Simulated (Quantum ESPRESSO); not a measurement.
# Al (Fm-3m) in Quantum ESPRESSO: further runs

Aim: see how the results for Al move with the level of theory and the settings. Levels: PBE, PBE+D3(BJ). Tasks: band structure, single point, equation of state.

Everything below comes from runs of Quantum ESPRESSO 7.5. Logs are shortened: lines on timing, memory, paths and dates and some standing lists are left out, and cuts for length are marked.

**Measured values to compare with.**

From “The interpretation of polycrystalline coherent inelastic neutron scattering from aluminium”, 2013, pmc:3831299, for a bulk crystal of Al: bulk modulus 76.9 GPa.

How close the calculation comes is told below.

## Step 1: Starting point

The structure is cubic, space group Fm-3m (No. 225). The conventional cell has a = 4.050 Å, b = 4.050 Å, c = 4.050 Å, α = 90.00°, β = 90.00°, γ = 90.00°. Al (site symmetry m-3m) has 12 Al at 2.86 Å as nearest neighbours.

## Step 2: Band structure, PBE

The input, pw.in:

```
&CONTROL
  calculation = 'scf'
  prefix = 'pwscf'
  outdir = './tmp'
  pseudo_dir = './pseudo'
  tprnfor = .true.
  tstress = .true.
  disk_io = 'low'
/
&SYSTEM
  ibrav = 0
  nat = 1
  ntyp = 1
  ecutwfc = 40
  nbnd = 6
  occupations = 'smearing'
  smearing = 'fd'
  degauss = 0.00367493
/
&ELECTRONS
  conv_thr = 2d-10
  electron_maxstep = 120
  mixing_beta = 0.5
/
ATOMIC_SPECIES
Al    26.9815 Al.upf
CELL_PARAMETERS angstrom
   0.0000000000    2.0248050000    2.0248050000
   2.0248050000    0.0000000000    2.0248050000
   2.0248050000    2.0248050000    0.0000000000
ATOMIC_POSITIONS angstrom
Al     0.0000000000    0.0000000000    0.0000000000
K_POINTS automatic
11 11 11 0 0 0
```

The input, bands.in:

```
&CONTROL
  calculation = 'bands'
  prefix = 'pwscf'
  outdir = './tmp'
  pseudo_dir = './pseudo'
  disk_io = 'low'
  verbosity = 'high'
/
&SYSTEM
  ibrav = 0
  nat = 1
  ntyp = 1
  ecutwfc = 40
  nbnd = 6
  occupations = 'smearing'
  smearing = 'fd'
  degauss = 0.00367493
/
&ELECTRONS
  conv_thr = 1d-08
  electron_maxstep = 120
  mixing_beta = 0.5
  diago_full_acc = .true.
/
ATOMIC_SPECIES
Al    26.9815 Al.upf
CELL_PARAMETERS angstrom
   0.0000000000    2.0248050000    2.0248050000
   2.0248050000    0.0000000000    2.0248050000
   2.0248050000    2.0248050000    0.0000000000
ATOMIC_POSITIONS angstrom
Al     0.0000000000    0.0000000000    0.0000000000
K_POINTS crystal
60
 0.0000000000  0.0000000000  0.0000000000 1
 0.0625000000  0.0000000000  0.0625000000 1
 0.1250000000  0.0000000000  0.1250000000 1
 0.1875000000  0.0000000000  0.1875000000 1
 0.2500000000  0.0000000000  0.2500000000 1
 0.3125000000  0.0000000000  0.3125000000 1
 0.3750000000  0.0000000000  0.3750000000 1
 0.4375000000  0.0000000000  0.4375000000 1
 0.5000000000  0.0000000000  0.5000000000 1
 0.5000000000  0.0625000000  0.5625000000 1
 0.5000000000  0.1250000000  0.6250000000 1
 0.5000000000  0.1875000000  0.6875000000 1
 0.5000000000  0.2500000000  0.7500000000 1
 0.4375000000  0.3125000000  0.7500000000 1
 0.3750000000  0.3750000000  0.7500000000 1
 0.3375000000  0.3375000000  0.6750000000 1
 0.3000000000  0.3000000000  0.6000000000 1
 0.2625000000  0.2625000000  0.5250000000 1
 0.2250000000  0.2250000000  0.4500000000 1
 0.1875000000  0.1875000000  0.3750000000 1
 0.1500000000  0.1500000000  0.3000000000 1
 0.1125000000  0.1125000000  0.2250000000 1
 0.0750000000  0.0750000000  0.1500000000 1
 0.0375000000  0.0375000000  0.0750000000 1
 0.0000000000  0.0000000000  0.0000000000 1
 0.0625000000  0.0625000000  0.0625000000 1
 0.1250000000  0.1250000000  0.1250000000 1
 0.1875000000  0.1875000000  0.1875000000 1
 0.2500000000  0.2500000000  0.2500000000 1
 0.3125000000  0.3125000000  0.3125000000 1
 0.3750000000  0.3750000000  0.3750000000 1
 0.4375000000  0.4375000000  0.4375000000 1
 0.5000000000  0.5000000000  0.5000000000 1
 0.5250000000  0.4500000000  0.5250000000 1
 0.5500000000  0.4000000000  0.5500000000 1
 0.5750000000  0.3500000000  0.5750000000 1
 0.6000000000  0.3000000000  0.6000000000 1
 0.6250000000  0.2500000000  0.6250000000 1
 0.5833333333  0.2500000000  0.6666666667 1
 0.5416666667  0.2500000000  0.7083333333 1
 0.5000000000  0.2500000000  0.7500000000 1
 0.5000000000  0.2857142857  0.7142857143 1
 0.5000000000  0.3214285714  0.6785714286 1
 0.5000000000  0.3571428571  0.6428571429 1
 0.5000000000  0.3928571429  0.6071428571 1
 0.5000000000  0.4285714286  0.5714285714 1
 0.5000000000  0.4642857143  0.5357142857 1
 0.5000000000  0.5000000000  0.5000000000 1
 0.4821428571  0.4821428571  0.5357142857 1
 0.4642857143  0.4642857143  0.5714285714 1
 0.4464285714  0.4464285714  0.6071428571 1
 0.4285714286  0.4285714286  0.6428571429 1
 0.4107142857  0.4107142857  0.6785714286 1
 0.3928571429  0.3928571429  0.7142857143 1
 0.3750000000  0.3750000000  0.7500000000 1
 0.6250000000  0.2500000000  0.6250000000 1
 0.5937500000  0.1875000000  0.5937500000 1
 0.5625000000  0.1250000000  0.5625000000 1
 0.5312500000  0.0625000000  0.5312500000 1
 0.5000000000  0.0000000000  0.5000000000 1
```

Potentials or basis: PseudoDojo 0.4.1 SR PBE standard.

The run is started by

```
$ OMP_NUM_THREADS=1 pw.x -in pw.in > pw.out
$ OMP_NUM_THREADS=1 pw.x -in bands.in > bands.out
```

pw.out:

```text
This program is part of the open-source Quantum ESPRESSO suite
     for quantum simulation of materials; please cite
[... 9 lines left out ...]
     --------------------
     sticks:   dense  smooth     PW     G-vecs:    dense   smooth      PW
     Sum         313     313    109                 3839     3839     749

     Using Slab Decomposition

     bravais-lattice index     =            0
     lattice parameter (alat)  =       5.4112  a.u.
     unit-cell volume          =     112.0408 (a.u.)^3
     number of atoms/cell      =            1
     number of atomic types    =            1
     number of electrons       =         3.00
     number of Kohn-Sham states=            6
     kinetic-energy cutoff     =      40.0000  Ry
     charge density cutoff     =     160.0000  Ry
     scf convergence threshold =      2.0E-10
     mixing beta               =       0.5000
     number of iterations used =            8  plain     mixing
     Exchange-correlation= PBE
                           (   1   4   3   4   0   0   0)

     celldm(1)=   5.411243  celldm(2)=   0.000000  celldm(3)=   0.000000
     celldm(4)=   0.000000  celldm(5)=   0.000000  celldm(6)=   0.000000

     crystal axes: (cart. coord. in units of alat)
               a(1) = (   0.000000   0.707107   0.707107 )
               a(2) = (   0.707107   0.000000   0.707107 )
               a(3) = (   0.707107   0.707107   0.000000 )

     reciprocal axes: (cart. coord. in units 2 pi/alat)
               b(1) = ( -0.707107  0.707107  0.707107 )
               b(2) = (  0.707107 -0.707107  0.707107 )
               b(3) = (  0.707107  0.707107 -0.707107 )

     PseudoPot. # 1 for Al read from file:
     Al.upf
     Pseudo is Norm-conserving + core correction, Zval =  3.0
     Generated using ONCVPSP code by D. R. Hamann
     Using radial grid of 1876 points,  6 beta functions with:
                l(1) =   0
                l(2) =   0
                l(3) =   1
                l(4) =   1
                l(5) =   2
                l(6) =   2

     atomic species   valence    mass     pseudopotential
     Al                3.00    26.98150     Al( 1.00)

     48 Sym. Ops., with inversion, found

   Cartesian axes

     site n.     atom                  positions (alat units)
         1        Al     tau(   1) = (   0.0000000   0.0000000   0.0000000  )

     number of k points=    56  Fermi-Dirac smearing, width (Ry)=  0.0037
                       cart. coord. in units 2pi/alat
        k(    1) = (   0.0000000   0.0000000   0.0000000), wk =   0.0015026
        k(    2) = (   0.0642824   0.0642824  -0.0642824), wk =   0.0120210
        k(    3) = (   0.1285649   0.1285649  -0.1285649), wk =   0.0120210
        k(    4) = (   0.1928473   0.1928473  -0.1928473), wk =   0.0120210
        k(    5) = (   0.2571297   0.2571297  -0.2571297), wk =   0.0120210
        k(    6) = (   0.3214122   0.3214122  -0.3214122), wk =   0.0120210
[... 48 lines left out ...]
        k(   55) = (  -0.0642824  -0.4499770   0.7071068), wk =   0.0360631
        k(   56) = (   0.0000000  -0.3856946   0.6428243), wk =   0.0360631

     Dense  grid:     3839 G-vectors     FFT dimensions: (  24,  24,  24)

     Initial potential from superposition of free atoms

     starting charge       2.9976, renormalised to       3.0000
     Starting wfcs are    4 randomized atomic wfcs +    2 random wfcs

     Self-consistent Calculation

     iteration #  1     ecut=    40.00 Ry     beta= 0.50
     Davidson diagonalization with overlap
     ethr =  1.00E-02,  avg # of iterations =  6.0

     Threshold (ethr) on eigenvalues was too large:
     Diagonalizing with lowered threshold

     Davidson diagonalization with overlap
     ethr =  1.94E-04,  avg # of iterations =  3.9

     total energy              =      -4.63618306 Ry
     estimated scf accuracy    <       0.00573670 Ry

     iteration #  2     ecut=    40.00 Ry     beta= 0.50
     Davidson diagonalization with overlap
     ethr =  1.91E-04,  avg # of iterations =  1.0

     total energy              =      -4.63585850 Ry
     estimated scf accuracy    <       0.00128828 Ry

     iteration #  3     ecut=    40.00 Ry     beta= 0.50
     Davidson diagonalization with overlap
     ethr =  4.29E-05,  avg # of iterations =  1.6

     total energy              =      -4.63589010 Ry
     estimated scf accuracy    <       0.00000183 Ry

     iteration #  4     ecut=    40.00 Ry     beta= 0.50
     Davidson diagonalization with overlap
     ethr =  6.11E-08,  avg # of iterations =  4.8

     total energy              =      -4.63589254 Ry
     estimated scf accuracy    <       0.00000001 Ry

     iteration #  5     ecut=    40.00 Ry     beta= 0.50
     Davidson diagonalization with overlap
     ethr =  3.66E-10,  avg # of iterations =  2.6

     total energy              =      -4.63589256 Ry
     estimated scf accuracy    <          5.7E-10 Ry

     iteration #  6     ecut=    40.00 Ry     beta= 0.50
     Davidson diagonalization with overlap
     ethr =  1.90E-11,  avg # of iterations =  1.7

     End of self-consistent calculation

          k = 0.0000 0.0000 0.0000 (   531 PWs)   bands (ev):

    -3.2297  20.4427  20.4427  21.8719  21.8719  21.8719

          k = 0.0643 0.0643-0.0643 (   495 PWs)   bands (ev):

    -3.0061  17.5249  19.7935  19.7935  22.5611  22.8609

          k = 0.1286 0.1286-0.1286 (   489 PWs)   bands (ev):

    -2.3373  13.8853  19.0607  19.0607  22.3348  23.6802

          k = 0.1928 0.1928-0.1928 (   483 PWs)   bands (ev):

    -1.2294  10.4639  18.6525  18.6525  22.1253  22.1480

          k = 0.2571 0.2571-0.2571 (   483 PWs)   bands (ev):

     0.3077   7.3632  18.6085  18.6085  20.7239  20.7240

          k = 0.3214 0.3214-0.3214 (   470 PWs)   bands (ev):

     2.2596   4.6253  18.9366  18.9366  19.6486  19.6487

          k = 0.1286 0.0000-0.0000 (   495 PWs)   bands (ev):

    -2.9316  18.5329  18.5329  18.8404  21.2115  24.2108

          k = 0.1928 0.0643-0.0643 (   494 PWs)   bands (ev):

    -2.4115  15.2056  17.6085  18.9512  21.5451  22.1827

          k = 0.2571 0.1286-0.1286 (   486 PWs)   bands (ev):

    -1.4504  11.7349  17.0537  18.6108  19.9132  23.6779

          k = 0.3214 0.1928-0.1928 (   486 PWs)   bands (ev):

    -0.0569   8.5364  16.8749  18.2729  18.5173  23.1854

          k = 0.3857 0.2571-0.2571 (   478 PWs)   bands (ev):

     1.7562   5.6814  17.0487  17.0749  18.7360  22.0128

          k =-0.2571-0.3857 0.3857 (   477 PWs)   bands (ev):

     3.1815   3.9943  16.1915  17.6543  19.3604  21.1925
[... 15 lines left out ...]
    -2.6342  16.0448  17.0460  21.0225  22.1767  23.2620

          k = 0.2571 0.0000-0.0000 (   488 PWs)   bands (ev):

    -2.0410  16.5341  16.5341  16.6737  19.4882  19.8566

          k = 0.3214 0.0643-0.0643 (   482 PWs)   bands (ev):

    -1.2295  13.3227  15.8412  17.1346  17.4093  20.3820

          k = 0.3857 0.1286-0.1286 (   483 PWs)   bands (ev):

     0.0156  10.0882  15.5297  15.5300  17.1815  22.4996

          k = 0.4500 0.1928-0.1928 (   474 PWs)   bands (ev):

     1.6826   7.1420  14.1269  15.5997  17.3332  24.7364

          k =-0.1928-0.4500 0.4500 (   473 PWs)   bands (ev):

     3.7427   4.5630  13.1201  16.0512  17.8587  23.8181

          k =-0.1286-0.3857 0.3857 (   479 PWs)   bands (ev):

     2.3309   6.2232  12.5280  16.8843  18.7781  23.2505

          k =-0.0643-0.3214 0.3214 (   487 PWs)   bands (ev):

     0.5257   9.0078  12.3907  18.0960  20.0750  23.0269

          k = 0.0000-0.2571 0.2571 (   485 PWs)   bands (ev):

    -0.8620  11.6802  13.1162  19.6707  21.6945  23.8374

          k = 0.3857 0.0000-0.0000 (   480 PWs)   bands (ev):

    -0.5691  14.9500  15.0023  15.0149  15.0149  18.4902

          k = 0.4500 0.0643-0.0643 (   480 PWs)   bands (ev):

     0.5242  11.9469  13.0558  14.5724  15.8529  19.2006

          k = 0.5143 0.1286-0.1286 (   470 PWs)   bands (ev):

     2.0387   8.9744  11.4925  14.5127  16.0906  21.5798

          k =-0.1286-0.5143 0.5143 (   478 PWs)   bands (ev):

     3.9514   6.3004  10.3413  14.8348  16.5309  24.4966

          k =-0.0643-0.4500 0.4500 (   477 PWs)   bands (ev):

     3.9673   6.2318   9.6523  15.5398  17.3449  26.1163

          k =-0.0000-0.3857 0.3857 (   481 PWs)   bands (ev):

     2.0435   8.3804   9.8744  16.6280  18.5422  25.5886

          k = 0.5143 0.0000-0.0000 (   472 PWs)   bands (ev):

     1.4624  10.9183  13.7817  14.0005  14.0005  17.4748

          k = 0.5785 0.0643-0.0643 (   470 PWs)   bands (ev):

     2.8156   9.1952  11.1535  13.8114  15.0127  18.4451

          k =-0.0643-0.5785 0.5785 (   474 PWs)   bands (ev):

     4.5382   7.8702   8.5159  14.0045  15.5276  21.0976

          k =-0.0000-0.5143 0.5143 (   476 PWs)   bands (ev):

     5.9825   6.1840   7.6337  14.5802  16.2546  24.2917

          k = 0.6428-0.0000 0.0000 (   468 PWs)   bands (ev):

     3.9766   7.3718  13.1938  13.4935  13.4935  16.9391

          k =-0.0000-0.6428 0.6428 (   470 PWs)   bands (ev):

     5.0885   6.4113  10.8736  13.5578  14.7303  18.1864

          k = 0.2571 0.1286 0.0000 (   484 PWs)   bands (ev):

    -1.7454  13.8754  15.0953  19.6964  19.8068  21.6105

          k = 0.3214 0.1928-0.0643 (   481 PWs)   bands (ev):

    -0.6421  10.9309  14.2159  17.8312  20.0432  23.0937

          k = 0.3857 0.2571-0.1286 (   477 PWs)   bands (ev):

     0.8885   7.8975  14.1026  16.3210  20.1061  22.3472

          k =-0.2571-0.3857 0.5143 (   471 PWs)   bands (ev):

     2.8305   5.1853  14.4031  15.2156  20.4570  21.2818

          k = 0.3857 0.1286-0.0000 (   482 PWs)   bands (ev):

    -0.2765  12.2325  13.5210  15.3123  18.2641  20.3332

          k = 0.4500 0.1928-0.0643 (   475 PWs)   bands (ev):

     1.1045   9.5514  12.8311  13.6768  18.8139  22.1521

          k =-0.1928-0.4500 0.5785 (   481 PWs)   bands (ev):

     2.8985   6.7794  12.2548  13.1212  19.1660  23.9609

          k =-0.1286-0.3857 0.5143 (   475 PWs)   bands (ev):

     4.3069   5.1124  11.4266  13.6740  19.8149  23.2417

          k =-0.0643-0.3214 0.4500 (   478 PWs)   bands (ev):

     2.2581   7.6212  11.0253  14.6692  20.8110  22.7161

          k = 0.0000-0.2571 0.3857 (   480 PWs)   bands (ev):

     0.5981  10.0306  11.5096  16.0633  22.0195  22.0886

          k = 0.5143 0.1286 0.0000 (   475 PWs)   bands (ev):

     1.7508  11.1329  11.1547  12.5541  17.1942  19.3857

          k =-0.1286-0.5143 0.6428 (   476 PWs)   bands (ev):

     3.3855   8.6991   9.7842  12.1277  18.0273  21.4691

          k =-0.0643-0.4500 0.5785 (   480 PWs)   bands (ev):

     5.3666   6.2216   8.8117  12.5377  18.6552  24.4220

          k = 0.0000-0.3857 0.5143 (   478 PWs)   bands (ev):

     4.0362   7.2815   8.7467  13.3995  19.5720  25.2817

          k =-0.0643-0.5785 0.7071 (   473 PWs)   bands (ev):

     4.2578   7.6498  10.5821  11.9879  16.6544  18.8870

          k =-0.0000-0.5143 0.6428 (   479 PWs)   bands (ev):

     5.6360   6.9677   8.4839  11.8467  17.7607  21.2317

          k =-0.1928-0.4500 0.7071 (   479 PWs)   bands (ev):

     2.6127   8.9307  10.3696  12.1111  21.0147  22.5342

          k =-0.1286-0.3857 0.6428 (   478 PWs)   bands (ev):

     4.5166   6.7860  10.1086  11.0197  21.9409  22.8341

          k =-0.0643-0.4500 0.7071 (   475 PWs)   bands (ev):

     5.0983   8.3808   8.4365   9.9833  20.4898  22.1892

          k = 0.0000-0.3857 0.6428 (   472 PWs)   bands (ev):

     6.4784   6.7326   8.1392  10.0168  21.7325  24.5553

     the Fermi energy is     7.8771 ev

!    total energy              =      -4.63589256 Ry
     estimated scf accuracy    <          4.1E-11 Ry
     smearing contrib. (-TS)   =      -0.00029474 Ry
     internal energy E=F+TS    =      -4.63559782 Ry

     The total energy is F=E-TS. E is the sum of the following terms:
     one-electron contribution =       2.91260372 Ry
     hartree contribution      =       0.00720637 Ry
     xc contribution           =      -2.16332301 Ry
     ewald contribution        =      -5.39208490 Ry

     convergence has been achieved in   6 iterations

     Forces acting on atoms (cartesian axes, Ry/au):

     atom    1 type  1   force =     0.00000000    0.00000000    0.00000000

     Total force =     0.000000     Total SCF correction =     0.000000

     Computing stress (Cartesian axis) and pressure

          total   stress  (Ry/bohr**3)                   (kbar)     P=       -6.64
  -0.00004513   0.00000000   0.00000000           -6.64        0.00        0.00
   0.00000000  -0.00004513   0.00000000            0.00       -6.64        0.00
   0.00000000   0.00000000  -0.00004513            0.00        0.00       -6.64

=------------------------------------------------------------------------------=
   JOB DONE.
=------------------------------------------------------------------------------=
```

Wall time 6.5 s (1 thread of Intel Xeon Platinum 8259CL at 2.50GHz (Skylake/Cascade Lake), shared host); peak memory 0.09 GiB.

What came out:

* Free energy: -63.0745 eV
* Pressure: -0.7 GPa
* Band gap on the k mesh: none (metal or under the smearing width)

Levels at the corners of the path, in eV from the Fermi level:
```
point  band 1  band 2  band 3  band 4  band 5  band 6
    Γ  -11.11   12.57   12.57   12.57   13.99   13.99
    X   -2.93   -1.61    5.24    5.55    5.55    8.99
    W   -0.85   -0.85    0.17    1.07   15.75   15.75
    K   -1.89   -1.36   -0.42    6.52    8.16   15.59
    Γ  -11.11   12.57   12.57   12.57   13.99   13.99
    L   -4.59   -4.38   11.32   11.32   11.41   11.41
    U   -1.89   -1.36   -0.42    6.52    8.16   15.59
    W   -0.85   -0.85    0.17    1.07   15.75   15.75
    L   -4.59   -4.38   11.32   11.32   11.41   11.41
    K   -1.89   -1.36   -0.42    6.52    8.16   15.59
    U   -1.89   -1.36   -0.42    6.52    8.16   15.59
    X   -2.93   -1.61    5.24    5.55    5.55    8.99
```

(Part 1 of 2 ends here.)
